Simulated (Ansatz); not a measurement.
PbS, 2 atoms in the cell. It takes space group P-6m2 (No. 187, hexagonal). Conventional cell: a = 4.090 Å, b = 4.090 Å, c = 3.788 Å, α = 90.00°, β = 90.00°, γ = 120.00°. Around Pb (site symmetry -6m2) lie 6 S at 3.03 Å. Around S (site symmetry -6m2) lie 6 Pb at 3.03 Å. Measurements of this composition are mostly on another form, of space group No. 225.

- Program: Ansatz 0.2.0
- Task: relaxation of cell and atoms
- Functional: PBEsol
- Dispersion: D4
- Potentials or basis: Ansatz PAW
- Cutoff: 420 eV (not typed: the program's choice for these potentials)
- k mesh: 8 × 8 × 7
- Occupations: fermi-dirac, width 0.05 eV
- Spin: no spin polarisation

Potentials or basis: Ansatz PAW.

Run with:

```console
$ ansatz run input.yaml --threads 2 --pin off --max-ram 5632MiB --backend cpu --events-out ev --progress --plain --runs-dir out
```

Hardware: 2 threads of Arm Neoverse V1, with other jobs on the host.

Estimate the wall time of this run.

It took 9.5 s on 2 threads of Arm Neoverse V1, with other jobs on the host, peak memory 0.35 GiB. Counts: scf iterations 30, plane waves 997, k points 40, bands 14, ion steps 5.
